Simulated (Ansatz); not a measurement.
# Sn (I4_1/amd) in Ansatz: further runs

Aim: see how the results for Sn move with the level of theory and the settings. Levels: BLYP+D3(BJ), PBE, BLYP+D4. Tasks: relaxation of cell and atoms, single point.

All numbers are computed with Ansatz 0.2.0; they aren't measurements. Logs are shortened: lines on timing, memory, paths and dates and some standing lists are left out, and cuts for length are marked.

## (1) The crystal as given

The structure is tetragonal, space group I4_1/amd (No. 141). Conventional cell: a = 5.880 Å, b = 5.880 Å, c = 3.199 Å, α = 90.00°, β = 90.00°, γ = 90.00°. Sn (site symmetry -4m2) has 6 Sn at 3.05 to 3.20 Å as nearest neighbours.

## (2) Relaxation of cell and atoms, BLYP+D3(BJ)

input.yaml reads:

```yaml
crystal:
  lattice:
    - [-2.9401404553, 2.9401404553, 1.5993019889]
    - [2.9401404553, -2.9401404553, 1.5993019889]
    - [2.9401404553, 2.9401404553, -1.5993019889]
  atoms:
    - { symbol: Sn, position: [0.0, 0.0, 0.0] }
    - { symbol: Sn, position: [0.75, 0.25, 0.5] }
kpoints:
  mp_grid: { grid: [9, 9, 9] }
scf:
  occupations: { method: fermi_dirac, width: 0.05 }
hamiltonian:
  xc: blyp
  dispersion: d3bj
  pseudopotentials: { kind: all_electron, lapw: { basis_error: 0.001 } }
output:
  forces: true
  stress: true
relax:
  f_tol: 0.02
  max_steps: 60
  cell: {}
```

Potentials or basis: all-electron LAPW, scalar-relativistic.

The run is started by

```console
> ansatz run input.yaml --threads 1 --pin off --max-ram 3072MiB --backend cpu --events-out ev --progress --plain --runs-dir out
```

The log of the run:

```text
Warning: RAYON_NUM_THREADS=1 ignored (pool sized by the plan → 1); use --threads N
The last accepted step is kept in <dir> (removed where the run ends without a failure and the disk answers)
LAPW: plane waves up to 7.677 Å⁻¹, error target 1.0e-3 eV per atom; small_component_spin mean_spin; Sn in spheres of 1.478 Å, 22 of its electrons in bands, Dirac shells [] (how accurate: hamiltonian.pseudopotentials.lapw.basis_error, Limitations)
Engine: ansatz 0.2.0, aarch64-unknown-linux-gnu
Pseudopotentials: kind: all_electron
Pseudopotential: Sn, LAPW, valence charge 22, lapw/all_electron/scalar/gaussian/Sn, Koelling and Harmon's equation, gaussian nucleus
Functional definition: BLYP
  parameter beta = 0.0042
  parameter a = 0.04918
  parameter b = 0.132
  parameter c = 0.2533
  parameter d = 0.349
  exchange = b88_x(beta = beta)
  correlation = lyp_c(a = a, b = b, c = c, d = d)
Crystal: 2 atoms, lattice volume = 55.300 Å³
Basis set: ecut = 224.55740480544907 eV, 419 PW (Γ), FFT grids on a1+a2, a2, a3, exchange–correlation at level 2
Bands: 27, of which v1, the nominal top of the filled ones, is band 22 counted from 1 (21 counted from 0)
Symmetry: 16 space group operations
Space group: I41/amd (ITA 141), of the structure as read, at distance tolerance 3.8e-5 Å
k-points: 75 of 729
Non-local potential: Sn, projectors of the file, none
Initial density: superposition of atomic densities (chi_scale 0.1, normalization cell)
Initial wavefunctions: plane waves of lowest kinetic energy (no species holds an atomic orbital)
Functional: x = b88, c = lyp
iter 1 solved again at ethr=1.11e-4 eV; its pass at ethr=1.00e-1 eV (dr2=4.89e-2 eV) is discarded
SCF iter   1: F=—  HF=-336213.092521 eV  |F-HF|=—  |Δ(HF+E_count)|=         —  Δρ=9.84e-3  dr2=4.94e-2  ethr=1.11e-4  ⟨swp⟩=3.0  Hψ=13703  notcnv=0
preconditioner: auto → Kerker (q_TF=auto, 2.626 Å⁻¹)  [metal: Δε(μ)=0.068 eV  Ē_g=20.879 eV  σ=0.050 eV  W_gap=0.31  n_scr=16 (ndim 8)  ℏωp=26.4 eV  f_vac=0.000  D(μ)=0.86/eV (n_scr^D=4)]
SCF iter   2: F=—  HF=-336213.089852 eV  |F-HF|=—  |Δ(HF+E_count)|=   2.67e-3  Δρ=7.09e-3  dr2=2.97e-2  ethr=1.11e-4  ⟨swp⟩=2.0  Hψ=5910  notcnv=0
SCF iter   3: F=—  HF=-336213.097643 eV  |F-HF|=—  |Δ(HF+E_count)|=   7.79e-3  Δρ=3.87e-3  dr2=1.00e-2  ethr=6.74e-5  ⟨swp⟩=2.0  Hψ=6000  notcnv=0
SCF iter   4: F=—  HF=-336213.100931 eV  |F-HF|=—  |Δ(HF+E_count)|=   3.29e-3  Δρ=1.18e-3  dr2=1.27e-3  ethr=2.28e-5  ⟨swp⟩=2.0  Hψ=5932  notcnv=0
iter 5 solved again at ethr=2.25e-7 eV; its pass at ethr=2.89e-6 eV (dr2=9.92e-5 eV) is discarded
SCF iter   5: F=—  HF=-336213.101188 eV  |F-HF|=—  |Δ(HF+E_count)|=   2.58e-4  Δρ=3.42e-4  dr2=9.93e-5  ethr=2.25e-7  ⟨swp⟩=2.0  Hψ=10069  notcnv=0
SCF iter   6: F=—  HF=-336213.101219 eV  |F-HF|=—  |Δ(HF+E_count)|=   3.06e-5  Δρ=1.29e-4  dr2=1.32e-5  ethr=2.25e-7  ⟨swp⟩=3.0  Hψ=6019  notcnv=0
SCF iter   7: F=—  HF=-336213.101223 eV  |F-HF|=—  |Δ(HF+E_count)|=   3.70e-6  Δρ=2.33e-5  dr2=3.46e-7  ethr=3.00e-8  ⟨swp⟩=3.0  Hψ=6101  notcnv=0
SCF iter   8: F=-336213.101223 eV  HF=-336213.101223 eV  |F-HF|=3.82e-8  |Δ(HF+E_count)|=   2.81e-8  Δρ=7.06e-6  dr2=1.74e-8  ethr=7.87e-10  ⟨swp⟩=3.0  Hψ=6088  notcnv=0
SCF 1 converged in 8 iterations: F = -336213.101223 eV  dr2 = 1.74e-8
relax step   1: F+E_penalty+E_count = -336213.10122268 eV  Δ(F+E_penalty+E_count) = +0.000e0 eV  max|allowed force component| = 1.355e-18 eV/Å  Δτ_max = 0.0000 Å  P = +0.471 GPa  Ω = 55.300 Å³  (8 SCF iters, accepted)
Crystal: 2 atoms, lattice volume = 55.996 Å³
Basis set: ecut = 222.6932630767984 eV, 419 PW (Γ), FFT grids on a1+a2, a2, a3, exchange–correlation at level 2
Initial density: handed on by an earlier stage of this run
Initial wavefunctions: those handed on with the density
iter 1 solved again at ethr=2.23e-8 eV; its pass at ethr=1.00e-1 eV (dr2=9.81e-6 eV) is discarded
SCF iter   1: F=—  HF=-336213.102048 eV  |F-HF|=—  |Δ(HF+E_count)|=         —  Δρ=2.06e-4  dr2=3.39e-5  ethr=2.23e-8  ⟨swp⟩=5.2  Hψ=13163  notcnv=0
eigensolver tolerance schedule calibrated: the retry pair's looser diagonalisation under-reported the residual by θ = 0.71 (0.11/decade); ethr = c·dr2/N_el runs at the constant in force after the calibration composes with the one it found (an armed cap, an earlier calibration), c = 8.8e-2
preconditioner: auto → Kerker (q_TF=auto, 2.621 Å⁻¹)  [metal: Δε(μ)=0.059 eV  Ē_g=21.000 eV  σ=0.050 eV  W_gap=0.27  n_scr=16 (ndim 8)  ℏωp=26.3 eV  f_vac=0.000  D(μ)=0.85/eV (n_scr^D=4)]
SCF iter   2: F=—  HF=-336213.102044 eV  |F-HF|=—  |Δ(HF+E_count)|=   4.21e-6  Δρ=1.44e-4  dr2=1.73e-5  ethr=2.23e-8  ⟨swp⟩=2.0  Hψ=5815  notcnv=0
SCF iter   3: F=—  HF=-336213.102043 eV  |F-HF|=—  |Δ(HF+E_count)|=   8.94e-7  Δρ=4.50e-5  dr2=1.80e-6  ethr=2.23e-8  ⟨swp⟩=3.0  Hψ=5962  notcnv=0
SCF iter   4: F=—  HF=-336213.102043 eV  |F-HF|=—  |Δ(HF+E_count)|=   3.02e-7  Δρ=2.03e-5  dr2=3.86e-7  ethr=3.58e-9  ⟨swp⟩=2.0  Hψ=5815  notcnv=0
iter 5 solved again at ethr=5.08e-11 eV; its pass at ethr=7.69e-10 eV (dr2=2.55e-8 eV) is discarded
SCF iter   5: F=-336213.102043 eV  HF=-336213.102043 eV  |F-HF|=6.00e-9  |Δ(HF+E_count)|=   4.23e-8  Δρ=5.42e-6  dr2=2.55e-8  ethr=5.08e-11  ⟨swp⟩=2.0  Hψ=10069  notcnv=0
SCF 2 converged in 5 iterations: F = -336213.102043 eV  dr2 = 2.55e-8
relax step   2: F+E_penalty+E_count = -336213.10204300 eV  Δ(F+E_penalty+E_count) = -8.203e-4 eV  max|allowed force component| = 1.952e-18 eV/Å  Δτ_max = 0.0000 Å  P = -0.167 GPa  Ω = 55.996 Å³  (5 SCF iters, accepted)
Crystal: 2 atoms, lattice volume = 55.815 Å³
Basis set: ecut = 223.1734998099284 eV, 419 PW (Γ), FFT grids on a1+a2, a2, a3, exchange–correlation at level 2
iter 1 solved again at ethr=2.36e-9 eV; its pass at ethr=1.00e-1 eV (dr2=1.04e-6 eV) is discarded
SCF iter   1: F=—  HF=-336213.102143 eV  |F-HF|=—  |Δ(HF+E_count)|=         —  Δρ=2.96e-5  dr2=5.62e-7  ethr=2.36e-9  ⟨swp⟩=5.4  Hψ=12615  notcnv=0
preconditioner: auto → Kerker (q_TF=auto, 2.622 Å⁻¹)  [metal: Δε(μ)=0.055 eV  Ē_g=21.013 eV  σ=0.050 eV  W_gap=0.25  n_scr=16 (ndim 8)  ℏωp=26.3 eV  f_vac=0.000  D(μ)=0.85/eV (n_scr^D=4)]
SCF iter   2: F=—  HF=-336213.102143 eV  |F-HF|=—  |Δ(HF+E_count)|=   3.07e-8  Δρ=2.11e-5  dr2=3.12e-7  ethr=1.28e-9  ⟨swp⟩=2.0  Hψ=5812  notcnv=0
SCF iter   3: F=-336213.102143 eV  HF=-336213.102143 eV  |F-HF|=5.65e-9  |Δ(HF+E_count)|=   6.97e-8  Δρ=9.04e-6  dr2=6.33e-8  ethr=7.08e-10  ⟨swp⟩=2.1  Hψ=5824  notcnv=0
SCF 3 converged in 3 iterations: F = -336213.102143 eV  dr2 = 6.33e-8
relax step   3: F+E_penalty+E_count = -336213.10214292 eV  Δ(F+E_penalty+E_count) = -9.992e-5 eV  max|allowed force component| = 1.952e-18 eV/Å  Δτ_max = 0.0000 Å  P = -0.008 GPa  Ω = 55.815 Å³  (3 SCF iters, accepted)
iter 1 solved again at ethr=1.38e-10 eV; its pass at ethr=1.00e-1 eV (dr2=6.09e-8 eV) is discarded
SCF iter   1: F=—  HF=-336213.102143 eV  |F-HF|=—  |Δ(HF+E_count)|=         —  Δρ=8.97e-6  dr2=6.12e-8  ethr=1.38e-10  ⟨swp⟩=3.7  Hψ=11371  notcnv=0  reapply=1
SCF iter   2: F=-336213.102143 eV  HF=-336213.102143 eV  |F-HF|=7.57e-9  |Δ(HF+E_count)|=   6.40e-9  Δρ=6.79e-6  dr2=3.72e-8  ethr=1.38e-10  ⟨swp⟩=2.0  Hψ=5812  notcnv=0
SCF 4 converged in 2 iterations: F = -336213.102143 eV  dr2 = 3.72e-8
relax step   4: F+E_penalty+E_count = -336213.10214331 eV  Δ(F+E_penalty+E_count) = -3.838e-7 eV  max|allowed force component| = 1.952e-18 eV/Å  Δτ_max = 0.0000 Å  P = -0.008 GPa  Ω = 55.815 Å³  stress off target by 1.99e-2 GPa  SCF on the basis re-selected at this cell (its energy is not comparable with the rows above)  (2 SCF iters)
basis re-selected at this cell: Δ(F+E_penalty+E_count) = -3.838e-7 eV, ΔP = +0.000 GPa vs the last step (what re-selecting the basis moved, after the strain that the cell walked since its last selection, with what the two solves' SCF thresholds leave and, on support functions, any second-order correction that the steps lacked; it is no measure of the basis error at this ecutwfc). This SCF's stress stands 1.99e-2 GPa from its target on what of the cell is left free (relax.cell.stress_tol is 5.00e-2 GPa) and its largest allowed force component is 1.95e-18 eV/Å (relax.f_tol is 2.00e-2 eV/Å): within both
SCF converged after 2 iterations
Free energy (F): -336213.102143 eV
Harris-Foulkes:  -336213.102143 eV  (|F-HF|=7.57e-9)
Internal energy: -336213.095017 eV  (E = F + TS)
E sigma→0 (E₀):  -336213.098580 eV
Entropy (-TS):   -0.007126 eV (-3.563 meV/atom)
Fermi energy:    13.645077 eV
--- Per-component energies (eV) ---
  E_band       = -1402.640316
  E_kinetic    = 353624.399698
  E_xc         = -9028.467390
  E_electrostatic = -680807.210998  (all electrons and nuclei)
  E_disp       = -1.816328  (pairwise vdW)
  E_smearing   = -0.007126  (= −TS)
  E_closure    = 0.000000  (closes the sum)
  E_atoms      = -336205.410949  (free atoms, spherical and without spin; not in F)
  Σ components = -336213.102143   (vs F -336213.102143, Δ=0.00e0)
  Basis errors (estimates in eV, not in F): energy 3.8e-4 per atom: plane waves 3.7e-4 (2.0e-4 summed), levels above the bands 8.9e-46, relativity 2.3e-7, radial functions 9.0e-6, core shells 7.1e-9; eigenvalues (radial functions only) 3.6e-7; not estimated: angular momenta, meshes, grids; target (lapw.basis_error) 1.0e-3; muffin-tin radii Sn 1.482 Å
--- Forces (eV/Å), atoms counted from 1 ---
  atom   1  Sn     0.00000000    -0.00000000     0.00000000
  atom   2  Sn    -0.00000000    -0.00000000    -0.00000000
  max |Σ_I F_I| component: 4.34e-19 eV/Å
--- Stress (GPa, compression-positive) ---
       -0.002527       0.000000       0.000000
        0.000000      -0.002527      -0.000000
        0.000000      -0.000000      -0.019859
  P = ⅓ Tr σ = -0.0083 GPa (-0.083 kbar)
--- Relaxed structure (3 steps of the walk, 3 accepted, 1 SCFs on fresh bases) ---
  F+E_penalty+E_count = -336213.10214331 eV   max|allowed force component| = 1.952e-18 eV/Å   (the final SCF, on the basis selected at the relaxed cell)
  cell:  # Å, volume = 55.8154 Å³
    - [-2.953090754752791, 2.953090754752791, 1.6000744108033256]
    - [2.953090754752791, -2.953090754752791, 1.6000744108033256]
    - [2.953090754752791, 2.953090754752791, -1.6000744108033256]
  atoms:
    - { symbol: Sn, position: [-2.0470216194470908e-36, -1.0235108097235454e-36, -3.070532429170636e-36] }
    - { symbol: Sn, position: [0.75, 0.25000000000000006, 0.5] }
```

Wall time 74 s (1 thread of Arm Neoverse N1, shared host); peak memory 0.4 GiB.

What came out:

- Free energy: -336213.1021 eV
- Relaxed volume: 27.91 Å³/atom
- Relaxed cell: a = 4.472 Å, b = 4.472 Å, c = 4.472 Å, α = 97.35°, β = 97.35°, γ = 138.07°
- Space group after relaxing (to 0.05 Å): I4_1/amd (No. 141)
- Energy gained by relaxing: 0.5 meV/atom
- Ionic steps: 4
- Pressure after relaxing: 0.0 GPa

Step by step:
```tsv
step	energy change (eV)	largest force (eV/Å)	volume (Å³)
1	0.0000	0.0000	55.30
2	-0.0008	0.0000	56.00
3	-0.0009	0.0000	55.82
4	-0.0009	0.0000	55.82
```

Final structure:
```cif
data_structure
_symmetry_space_group_name_H-M 'P 1'
_symmetry_Int_Tables_number 1
_cell_length_a 4.4723
_cell_length_b 4.4723
_cell_length_c 4.4723
_cell_angle_alpha 97.354
_cell_angle_beta 97.354
_cell_angle_gamma 138.073
_cell_volume 55.82
loop_
_atom_site_label
_atom_site_type_symbol
_atom_site_fract_x
_atom_site_fract_y
_atom_site_fract_z
_atom_site_occupancy
Sn1 Sn 0.00000 0.00000 0.00000 1
Sn2 Sn 0.75000 0.25000 0.50000 1
```

[end of part 1 of 2]
